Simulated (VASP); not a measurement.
# CdTe: GW0, energies updated in G, by functional

CdTe, F-43m (no. 216), 2 atoms in the cell.

| Functional | Quasiparticle gap on the mesh (eV) | Gap of the starting point on the mesh (eV) | Quasiparticle gap at the zone centre (eV) | Starting gap at the zone centre (eV) | Correction of the gap between the band edges on the mesh (eV) | Time (s) |
|---|---|---|---|---|---|---|
| LDA | 1.64 | 0.63 | 1.64 | 0.63 | 1.01 | 155 |
| PBE | 1.76 | 0.85 | 1.76 | 0.85 | 0.91 | 150 |
| PBEsol | 1.70 | 0.74 | 1.70 | 0.74 | 0.97 | 145 |
| r2SCAN | 1.97 | 1.36 | 1.97 | 1.36 | 0.61 | 148 |
| HSE06 | 2.11 | 1.75 | 2.11 | 1.75 | 0.36 | 320 |
| PBE0 | 2.29 | 2.42 | 2.29 | 2.42 | -0.13 | 332 |
| HF | 3.67 | 7.63 | 3.67 | 7.63 | -3.96 | 365 |
| SCAN | 1.89 | 1.14 | 1.89 | 1.14 | 0.74 | 154 |

Limits: spin-orbit coupling is left out, which can change the gap by several tenths of an eV or more with Te; the mesh is coarse: the screening isn't converged, and the gap may still move by about 0.1 eV.

## Input of the first row

INCAR.step1:
```
ALGO     = Normal         # electronic algorithm
EDIFF    = 1E-8           # SCF threshold, eV
ENCUT    = 300            # plane-wave cutoff, eV
GGA      = CA             # functional
ISMEAR   = 0              # smearing method
KPAR     = 4            
LASPH    = True           # aspherical terms in the spheres
LCHARG   = False          # write CHGCAR
LREAL    = False          # projectors in reciprocal space
LWAVE    = True           # write WAVECAR
NELM     = 150            # most SCF steps
PREC     = Accurate       # precision mode
SIGMA    = 0.05           # smearing width, eV
```

INCAR.step2, as INCAR.step1 but for:
```
- ALGO = Normal
- NELM = 150
+ ALGO = Exact
+ ISTART = 1
+ LOPTICS = True
+ NBANDS = 228
+ NELM = 1
```

INCAR.step3, as INCAR.step2 but for:
```
- ALGO = Exact
- EDIFF = 1E-8
- LOPTICS = True
- LWAVE = True
- NELM = 1
+ ALGO = EVGW0
+ ENCUTGW = 130
+ LWAVE = False
+ NBANDSGW = 17
+ NELMGW = 4
+ NOMEGA = 48
+ PRECFOCK = Fast
```

KPOINTS:
```
k-points
0
Gamma
  4 4 4
```

POSCAR:
```
CdTe
1.0
    0.0000000000      3.2050000000      3.2050000000
    3.2050000000      0.0000000000      3.2050000000
    3.2050000000      3.2050000000      0.0000000000
Te Cd
1 1
Direct
    0.7500000000      0.7500000000      0.7500000000
    0.0000000000      0.0000000000      0.0000000000
```

Commands (each step's output is kept before the next begins):
```
cat potpaw_LDA.64/Te_GW/POTCAR potpaw_LDA.64/Cd_GW/POTCAR > POTCAR
cp INCAR.step1 INCAR
mpirun -np 4 vasp_std > vasp.out
cp INCAR.step2 INCAR
mpirun -np 4 vasp_std > vasp.out
cp INCAR.step3 INCAR
mpirun -np 4 vasp_std > vasp.out
```

Changes of the last row against the first:
```
(all steps)
- GGA = CA
+ METAGGA = SCAN
+ LMIXTAU = True
- cat potpaw_LDA.64/Te_GW/POTCAR potpaw_LDA.64/Cd_GW/POTCAR > POTCAR
+ cat potpaw_PBE.64/Te_GW/POTCAR potpaw_PBE.64/Cd_GW/POTCAR > POTCAR
```

VASP 6.6.1 took 155 s on 4 cores (Intel Xeon 6975P-C (Granite Rapids)), a shared host.
